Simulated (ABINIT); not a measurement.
Crystal: TiSe.

```xyz
2
Lattice="0.0000 3.1030 3.1030 3.1030 0.0000 3.1030 3.1030 3.1030 0.0000" Properties=species:S:1:pos:R:3 pbc="T T T"
Ti    0.0000    0.0000    0.0000
Se    1.5515    1.5515    1.5515
```

The cell comes from a database or a generator and needn't be the stable form of this composition.

Base run:

* Program: ABINIT 10.8.3 (patched build)
* Functional: LDA
* Potentials or basis: PseudoDojo NC SR LDA v0.4.1 standard
* Cutoff: 1088 eV
* k mesh: 6 × 6 × 6
* Occupations: fermi-dirac, width 0.05 eV
* Spin: no spin polarisation

Its results: band gap on the k mesh none (metal or under the smearing width); pressure -13.4 GPa.

The run is repeated on the same cell with these changes: functional from LDA to PBEsol; potentials or basis from PseudoDojo NC SR LDA v0.4.1 standard to PseudoDojo NC SR PBEsol v0.4 stringent; cutoff from 1088 eV to 1306 eV; valence electrons from 28 to 36. What comes out?

Band gap on the k mesh none (metal or under the smearing width); pressure -12.8 GPa.

Not every run made on this cell is shown here.
